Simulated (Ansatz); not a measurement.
# Cd: a listed cell, distorted in several ways

Aim: see how energy, forces, stress and gap of Cd answer to moves of single atoms, random distortions, further strains and shifts, swapped elements, distortions that keep the symmetry, other functionals. Nothing is relaxed unless a step says so.

Computed with Ansatz 0.2.0 (DFT PBE, scalar-relativistic, plane waves, PAW, unless a step's input says otherwise).

**1. The starting structure**

It takes space group Fm-3m (No. 225, cubic). Conventional cell: a = 4.436 Å, b = 4.436 Å, c = 4.436 Å, α = 90.00°, β = 90.00°, γ = 90.00°. Around Cd (site symmetry m-3m) lie 12 Cd at 3.14 Å.

As a file:

```
CELL_PARAMETERS angstrom
0.00000 2.21815 2.21815
2.21815 0.00000 2.21815
2.21815 2.21815 0.00000
ATOMIC_POSITIONS crystal
Cd 0.00000 0.00000 0.00000
```

The structure comes from the Materials Project (structure only).

**2. A single atom displaced**

Against the listed cell: atom 1 (Cd) moved by 0.15 Å.

Input file input.yaml:

```yaml
crystal:
  lattice:
    - [0.0, 2.21814975, 2.21814975]
    - [2.21814975, 0.0, 2.21814975]
    - [2.21814975, 2.21814975, 0.0]
  atoms:
    - { symbol: Cd, position: [0.0399792665, -0.0224556525, -0.0427969302] }
basis:
  ecutwfc: 420
kpoints:
  mp_grid: { grid: [14, 14, 14] }
hamiltonian:
  xc: pbe
scf:
  occupations: { method: gaussian, width: 0.1 }
output:
  forces: true
  stress: true
  eigenvalues: true
  populations: true
```

**3. Another functional, on a distorted cell: PBEsol**

Input file input.yaml:

```yaml
crystal:
  lattice:
    - [0.0, 2.3167908694, 2.3167908694]
    - [2.3167908694, 0.0, 2.3167908694]
    - [2.3167908694, 2.3167908694, 0.0]
  atoms:
    - { symbol: Cd, position: [0.0, 0.0, 0.0] }
basis:
  ecutwfc: 420
kpoints:
  mp_grid: { grid: [16, 16, 16] }
hamiltonian:
  xc: pbesol
scf:
  occupations: { method: gaussian, width: 0.1 }
output:
  forces: true
  stress: true
  eigenvalues: true
  populations: true
```

**4. Substitution of an element: Cd → Mg, first probe**

Input file input.yaml:

```yaml
crystal:
  lattice:
    - [0.0, 2.191277143, 2.191277143]
    - [2.191277143, 0.0, 2.191277143]
    - [2.191277143, 2.191277143, 0.0]
  atoms:
    - { symbol: Mg, position: [0.0, 0.0, 0.0] }
basis:
  ecutwfc: 420
kpoints:
  mp_grid: { grid: [8, 8, 8] }
hamiltonian:
  xc: pbe
scf:
  occupations: { method: gaussian, width: 0.1 }
output:
  forces: true
  stress: true
  eigenvalues: true
```

**5. One element swapped: Cd → Mg**

Changes to input.yaml since step 4:

```diff
@@ -10,3 +10,3 @@
 kpoints:
-  mp_grid: { grid: [8, 8, 8] }
+  mp_grid: { grid: [16, 16, 16] }
 hamiltonian:
```

**6. A random distortion, cell strained**

Input file input.yaml:

```yaml
crystal:
  lattice:
    - [-0.0007985339, 2.3056335761, 2.3144396306]
    - [2.2889752715, 0.0412132224, 2.2724278744]
    - [2.3278372551, 2.3024838035, 0.0023512387]
  atoms:
    - { symbol: Cd, position: [0.0, 0.0, 0.0] }
basis:
  ecutwfc: 420
kpoints:
  mp_grid: { grid: [14, 14, 14] }
hamiltonian:
  xc: pbe
scf:
  occupations: { method: gaussian, width: 0.1 }
output:
  forces: true
  stress: true
  eigenvalues: true
```

**7. A change within the space group**

Input file input.yaml:

```yaml
crystal:
  lattice:
    - [0.0, 2.2199020883, 2.2199020883]
    - [2.2199020883, 0.0, 2.2199020883]
    - [2.2199020883, 2.2199020883, 0.0]
  atoms:
    - { symbol: Cd, position: [0.0, 0.0, 0.0] }
basis:
  ecutwfc: 420
kpoints:
  mp_grid: { grid: [16, 16, 16] }
hamiltonian:
  xc: pbe
scf:
  occupations: { method: gaussian, width: 0.1 }
output:
  forces: true
  stress: true
  eigenvalues: true
  populations: true
```

**8. One atom moved**

Input file input.yaml:

```yaml
crystal:
  lattice:
    - [0.0, 2.21814975, 2.21814975]
    - [2.21814975, 0.0, 2.21814975]
    - [2.21814975, 2.21814975, 0.0]
  atoms:
    - { symbol: Cd, position: [0.0185762931, -0.0328855164, -0.0005026712] }
basis:
  ecutwfc: 420
kpoints:
  mp_grid: { grid: [14, 14, 14] }
hamiltonian:
  xc: pbe
scf:
  occupations: { method: gaussian, width: 0.1 }
output:
  forces: true
  stress: true
  eigenvalues: true
```

**9. A distortion that keeps the symmetry**

Input file input.yaml:

```yaml
crystal:
  lattice:
    - [0.0, 2.2530412456, 2.2530412456]
    - [2.2530412456, 0.0, 2.2530412456]
    - [2.2530412456, 2.2530412456, 0.0]
  atoms:
    - { symbol: Cd, position: [0.0, 0.0, 0.0] }
basis:
  ecutwfc: 420
kpoints:
  mp_grid: { grid: [16, 16, 16] }
hamiltonian:
  xc: pbe
scf:
  occupations: { method: gaussian, width: 0.1 }
output:
  forces: true
  stress: true
  eigenvalues: true
```

**10. A distortion that keeps the symmetry**

Changes to input.yaml since step 9:

```diff
@@ -2,5 +2,5 @@
   lattice:
-    - [0.0, 2.2530412456, 2.2530412456]
-    - [2.2530412456, 0.0, 2.2530412456]
-    - [2.2530412456, 2.2530412456, 0.0]
+    - [0.0, 2.1900457927, 2.1900457927]
+    - [2.1900457927, 0.0, 2.1900457927]
+    - [2.1900457927, 2.1900457927, 0.0]
   atoms:
```

Q: Predict the outcome of this session. Wanted: for each run, case; energy; pressure; largest force.

The runs gave:

| step | case | energy (meV/atom) | pressure (GPa) | largest force (eV/Å) | gap on the mesh (eV) |
| --- | --- | --- | --- | --- | --- |
|  | listed cell, run earlier | 0 | 2.3 | 0.00 | 0.00 |
| 2 | a single atom displaced | -12.3* | 2.1 | 0.00 | 0.00 |
| 3 | another functional, on a distorted cell: PBEsol | n/a | -6.0 | 0.00 | 0.00 |
| 5 | one element swapped: Cd → Mg | n/a | 4.0 | 0.00 | 0.00 |
| 6 | a random distortion, cell strained | -5.5* | -2.1 | 0.00 | 0.00 |
| 7 | a change within the space group | -0.7 | 2.2 | 0.00 | 0.00 |
| 8 | one atom moved | -12.3* | 2.1 | 0.00 | 0.00 |
| 9 | a distortion that keeps the symmetry | -7.4 | 0.1 | 0.00 | 0.00 |
| 10 | a distortion that keeps the symmetry | +17.4 | 4.6 | 0.00 | 0.00 |

Energies are counted from the listed cell, with the smearing taken to zero; a star marks another k mesh, which can shift energies by itself, so starred rows don't rank against the others. Other atoms or functionals have another zero of energy (n/a). A gap of 0.00 means none on the mesh at this level.

At the listed geometry the pressure is 2.3 GPa and the largest force 0.00 eV/Å: not this functional's equilibrium. Step 2 lies 12.3 meV/atom under the listed cell, so the listed cell is not the lowest arrangement at this level. The costliest is step 10, at 17 meV/atom. With one atom in the cell, moving it shifts the whole crystal, so no force arises from that. The pressure is 4.6 GPa in the smallest cell and -2.1 GPa in the largest; between them shape and moved atoms count too. The distorted cells of the listed formula and level show no gap on the mesh.
